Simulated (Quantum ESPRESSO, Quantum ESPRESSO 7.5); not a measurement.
# Bare Sommerfeld coefficient of LaRh2As2 with PBEsol: k mesh, cutoff and relaxed cell

## Experimental context

LaRh2As2 is a nonmagnetic metal without f electrons, the reference compound to CeRh2As2, and a weak-coupling superconductor well below one kelvin. The measurements are from "Conventional type-II superconductivity in locally non-centrosymmetric LaRh$_2$As$_2$ single crystals" (2022, arXiv:2204.07740). The heat capacity of a Bi-flux-grown crystal was measured by relaxation calorimetry, and a fit of $C/T$ against $T^2$ up to about 9 K gives $\gamma = 9.4$ mJ/(mol K²). The low-temperature analysis in the same paper uses 10.5 instead, so the measured coefficient depends on how it is extracted. Both values contain the full many-body enhancement. The lattice constants come from Rietveld refinement of powder X-ray data on crushed crystals.

| compared with | measured | source's wording or label | method |
| --- | --- | --- | --- |
| γ (mJ/(mol K²)) | 9.4 | from C/T versus T^2 fit up to about 9 K | relaxation calorimetry |
| a (Å) | 4.313 | a | powder XRD, Rietveld refinement |
| c (Å) | 9.879 | c | powder XRD, Rietveld refinement |

## Aim and plan

I want the bare coefficient $\gamma_0 = \tfrac{\pi^2}{3}k_B^2 N(E_F)$ from a band calculation on the ten-atom tetragonal cell, without spin polarisation or spin-orbit coupling. It is not supposed to equal the measured value. It should lie below it, and the ratio $\gamma/\gamma_0 = 1+\lambda$ should be modest, with $\lambda$ roughly 0.4 to 0.6, as is usual for a weak-coupling superconductor. The two experimental values differ by about a tenth, so the numerical scatter of $\gamma_0$ should be smaller than that.

I start at the room-temperature cell, whose $c$ of 9.880 Å agrees with the measured 9.879 Å to within 0.001 Å. The k mesh comes first, because the density of states at one energy converges slowly where bands are flat. After that come the potentials and the effect of relaxing the structure. A relaxed cell is static, so thermal expansion and zero-point motion allow it to be a few tenths of a per cent shorter than the measured one.

System: LaRh2As2, tetragonal CaBe2Ge2-type; P4/nmm (No. 129), 10 atoms in the primitive cell; the database structure is a database entry's sites in the room-temperature cell of published measurements: a = 4.313 Å, c = 9.880 Å.

## 1. A coarse mesh and its first doubling

PBEsol with ultrasoft potentials at the fixed cell is a cheap way to a density of states. I take the same mesh for the density of states as for the ground state, then double it in each direction. I expect the coarse value to be unreliable, and the change on doubling will show by how much.

**Run 1.** Quantum ESPRESSO 7.5: PBEsol, GBRV ultrasoft potentials, database structure as it is, cutoff 45 Ry (density 360 Ry), 6x6x2 k mesh, Marzari-Vanderbilt smearing 0.14 eV; density of states on 6x6x2, bare value read at that mesh's own Fermi level (tetrahedra).

Key lines of the input:
```
! potential files: GBRV ultrasoft potentials, made for PBEsol
&control
  calculation = 'nscf'
/
&system
  nat = 10
  ntyp = 3
  ecutwfc = 45
  ecutrho = 360
  nbnd = 67
  occupations = 'tetrahedra_opt'
/
&electrons
  conv_thr = 1.0d-8
  electron_maxstep = 100
  mixing_beta = 0.4
/
ATOMIC_SPECIES
  La 138.905 La.upf
  As 74.922 As.upf
  Rh 102.906 Rh.upf
[... cell and positions ...]
K_POINTS automatic
  6 6 2 0 0 0
```

Command:
```
OMP_NUM_THREADS=1 mpirun -n 4 pw.x -nk 4 -in dos.in > dos.out
```

Selected lines of the output:
```
  14.680  0.6608E+01  0.1020E+03
```

Converged; 3.9 min on 4 cores of Arm Neoverse V1, shared host (all steps together).

**Run 2.** Quantum ESPRESSO 7.5: PBEsol, GBRV ultrasoft potentials, database structure as it is, cutoff 45 Ry (density 360 Ry), 6x6x2 k mesh, Marzari-Vanderbilt smearing 0.14 eV; density of states on 12x12x4, bare value read at that mesh's own Fermi level (tetrahedra).

Key lines of the input, as changed from run 1:
```diff
  K_POINTS automatic
-   6 6 2 0 0 0
+   12 12 4 0 0 0
```

Selected lines of the output:
```
  14.695  0.5648E+01  0.1020E+03
```

Converged; 9.5 min on the same hardware (all steps together).

| quantity | run 1 | run 2 | measured |
| --- | --- | --- | --- |
| γ (mJ/(mol K²)) | 7.788 | 6.657 | 9.4 |
| N(E_F) per formula unit (states/eV) | 3.304 | 2.824 |  |

The doubling lowers $\gamma_0$ from 7.788 to 6.657 mJ/(mol K²), a drop of about 15 %. That is more than the difference between the two experimental values, so the coarse mesh is of no use here. The cell holds two formula units, and the printed density of states is halved before it is converted.

Both values lie below the measured 9.4, as a bare coefficient should, but they imply quite different enhancements: $1+\lambda$ is 1.21 on the coarse mesh and 1.41 on the finer one. The second falls in the range I had set as plausible. That is no reason to trust it, since one large step says nothing about the size of the next.

## 2. A denser mesh for the density of states

I keep the ground state as it is and refine only the mesh on which the density of states is taken, to three times the coarse divisions in each direction. I expect a clearly smaller change than the last one. If it stays within a few per cent, the mesh no longer decides the enhancement, and the potentials and the structure can be tested next.

**Run 3.** Quantum ESPRESSO 7.5: PBEsol, GBRV ultrasoft potentials, database structure as it is, cutoff 45 Ry (density 360 Ry), 6x6x2 k mesh, Marzari-Vanderbilt smearing 0.14 eV; density of states on 18x18x6, bare value read at that mesh's own Fermi level (tetrahedra).

Key lines of the input, as changed from run 1:
```diff
  K_POINTS automatic
-   6 6 2 0 0 0
+   18 18 6 0 0 0
```

Selected lines of the output:
```
  14.690  0.6074E+01  0.1020E+03
```

Converged; 21 min on the same hardware (all steps together).

| quantity | run 3 | measured | deviation |
| --- | --- | --- | --- |
| γ (mJ/(mol K²)) | 7.159 | 9.4 | −2.241 (−23.8 %) |
| N(E_F) per formula unit (states/eV) | 3.037 |  |  |

The value rises again, to 7.159 mJ/(mol K²), 7.5 % above the previous mesh. The change is about half the first one, as I had hoped, but it has the opposite sign and exceeds the few per cent I wanted. The three meshes don't approach a limit from one side, so I can't extrapolate from them.

On the densest mesh the measured 9.4 gives $1+\lambda = 1.31$, and the 10.5 of the low-temperature analysis gives about 1.5. The choice between the two experimental values now matters somewhat more than the last mesh step, though the two are of similar size.

## 3. The same functional with other potentials

Before reading anything into the enhancement I want to know whether the ultrasoft potentials affect it. I repeat PBEsol at the same cell with norm-conserving potentials and a much higher cutoff, with the density of states on the intermediate mesh. The partner for comparison is therefore the 6.657 found on that mesh, not the latest value. I expect agreement within a few per cent, since both sets describe the same functional.

**Run 4.** Quantum ESPRESSO 7.5: PBEsol, PseudoDojo norm-conserving potentials, database structure as it is, cutoff 110 Ry, 6x6x2 k mesh, Marzari-Vanderbilt smearing 0.14 eV; density of states on 12x12x4.

Key lines of the input, as changed from run 2:
```diff
- ! potential files: GBRV ultrasoft potentials, made for PBEsol
+ ! potential files: PseudoDojo norm-conserving potentials, made for PBEsol
  &system
-   ecutwfc = 45
-   ecutrho = 360
-   nbnd = 67
+   ecutwfc = 110
+   nbnd = 96
```

Selected lines of the output:
```
kinetic-energy cutoff     =     110.0000  Ry
     number of k points=    84 (tetrahedron method)
[stopped from outside after 1085 s, the time that was left for it]
```

Cut off at its time limit; 25 min on the same hardware (all steps together).

The norm-conserving run was stopped in its step on the intermediate mesh when the time ran out, so the comparison of potentials remains open. The ultrasoft run on the same mesh had finished all its steps in well under half the time spent here. I had set too short a limit for a cutoff of 110 Ry with 96 bands.

## 4. Relaxed structure and a lower cutoff

I return to the ultrasoft potentials and change one thing at a time from the run on the intermediate mesh. In one run the cell and the atoms relax with PBEsol, which tests both the lattice constants and the atomic positions I have taken over so far. In the other the structure stays fixed and the cutoff drops to 31 Ry, to see whether the plane-wave basis has any visible influence. This doesn't replace the failed test, because the potentials are the same. I expect the cutoff to matter very little and the relaxation to shift $\gamma_0$ by less than the mesh did.

**Run 5.** Quantum ESPRESSO 7.5: PBEsol, GBRV ultrasoft potentials, cell and atoms relaxed from the database structure, cutoff 45 Ry (density 360 Ry), 6x6x2 k mesh, Marzari-Vanderbilt smearing 0.14 eV; density of states on 12x12x4, bare value read at that mesh's own Fermi level (tetrahedra).

Key lines of the input, as changed from run 1:
```diff
  K_POINTS automatic
-   6 6 2 0 0 0
+   12 12 4 0 0 0
```

Selected lines of the output:
```
# E (eV)   dos(E)     Int dos(E) EFermi =   14.869 eV
  14.864  0.6153E+01  0.1020E+03
  14.869  0.6038E+01  0.1020E+03
  14.874  0.5923E+01  0.1020E+03
```

Converged; 25 min on the same hardware (all steps together).

**Run 6.** Quantum ESPRESSO 7.5: PBEsol, GBRV ultrasoft potentials, database structure as it is, cutoff 31 Ry (density 248 Ry), 6x6x2 k mesh, Marzari-Vanderbilt smearing 0.14 eV; density of states on 12x12x4, bare value read at that mesh's own Fermi level (tetrahedra).

Key lines of the input, as changed from run 2:
```diff
  &system
-   ecutwfc = 45
-   ecutrho = 360
+   ecutwfc = 31
+   ecutrho = 248
```

Selected lines of the output:
```
  14.699  0.5671E+01  0.1020E+03
```

Converged; 5.7 min on the same hardware (all steps together).

| quantity | run 5 | run 6 | measured |
| --- | --- | --- | --- |
| γ (mJ/(mol K²)) | 7.116 | 6.684 | 9.4 |
| a (Å) | 4.271 | – | 4.313 |
| c (Å) | 9.976 | – | 9.879 |
| N(E_F) per formula unit (states/eV) | 3.019 | 2.836 |  |
| conventional cell volume (Å³) | 181.95 | – |  |

Lowering the cutoff from 45 to 31 Ry changes $\gamma_0$ by only 0.4 %, so at this cell and mesh the plane-wave basis matters far less than the k mesh.

Relaxation raises $\gamma_0$ from 6.657 to 7.116 mJ/(mol K²), or 6.9 %. This is less than either mesh step, but only just less than the second, and not the clearly smaller shift I had in mind. I can't assign it to the structure alone, because the mesh error may differ between the two cells. In the relaxed cell the density of states also falls by about 4 % over the 10 meV around the Fermi level, so a small shift of that level already changes the result.

The relaxed cell is not a good match to experiment. The $a$ axis comes out 1.0 % too short and $c$ 1.0 % too long. Thermal expansion and zero-point motion could account for part of the first deviation, but the second has the wrong sign for them. PBEsol with these potentials therefore makes the cell too elongated, for a reason not examined here, and I prefer the density of states at the measured cell.

## Overview

| run | settings | γ (mJ/(mol K²)) | a (Å) | c (Å) | cost | status |
| --- | --- | --- | --- | --- | --- | --- |
| 1 | PBEsol, DOS 6x6x2 | 7.788 | – | – | 16 core-min |  |
| 2 | PBEsol, DOS 12x12x4 | 6.657 | – | – | 38 core-min |  |
| 3 | PBEsol, DOS 18x18x6 | 7.159 | – | – | 85 core-min |  |
| 4 | PBEsol, PseudoDojo, cutoff 110 Ry, DOS 12x12x4 | – | – | – | 1.7 core-h | cut off at its time limit |
| 5 | PBEsol, cell and atoms relaxed from the database structure, cutoff 45 Ry (density 360 Ry), density of states on 12x12x4 | 7.116 | 4.271 | 9.976 | 1.6 core-h |  |
| 6 | PBEsol, cutoff 31 Ry, DOS 12x12x4 | 6.684 | – | – | 23 core-min |  |
|  | measured | 9.4 | 4.313 | 9.879 |  |  |

## Assessment

In every completed PBEsol run the bare coefficient lies below the measured one, as the plan required, but the enhancement is known only roughly. PBEsol at the room-temperature cell, with the densest mesh, gives $\gamma_0 = 7.159$ mJ/(mol K²) for 85 core-minutes. The measured 9.4 then means $1+\lambda = 1.31$, slightly under the range I had set as plausible, while the 10.5 of the low-temperature analysis means about 1.5, inside it. Either is a modest enhancement, in keeping with a weak-coupling superconductor. The electron-phonon coupling itself was not examined here, so $\lambda$ is inferred and not confirmed.

Of the settings tested, the k mesh mattered most. Its last refinement still moved $\gamma_0$ by 7.5 %, less than the gap between the two experimental values, but the steps changed sign and convergence is not shown. With the intermediate mesh included, $1+\lambda$ spans about 1.3 to 1.6. The lower cutoff changed almost nothing. Relaxation raised $\gamma_0$ by 6.9 % on the intermediate mesh, but in a cell with $a$ 1.0 % too short and $c$ 1.0 % too long, so I base the result on the measured cell.

The norm-conserving run was wasted: it cost 1.7 core-hours and left the influence of the potentials untested. Spin-orbit coupling is also missing. The crystal as a whole has inversion symmetry, so each band stays doubly degenerate, but the coupling can move bands and separate them where they meet near the Fermi level, and could shift $\gamma_0$ either way. Including it on a still denser mesh would be the sensible next step.

[Logs are printed without paths, hosts, clocks, repeated set-up lines and the standing remarks that a program may print on its own settings, such as how far it seeks lower states.]

[The runs shown are a pick from a larger set of finished runs; failed, doubtful and other runs were left out of it ahead of writing. So were measured values far from every level or from commonly accepted values, and agreement can look better than it is. Lines of input and output are excerpts and may be shortened.]

[The starting structure comes from the Materials Project.]
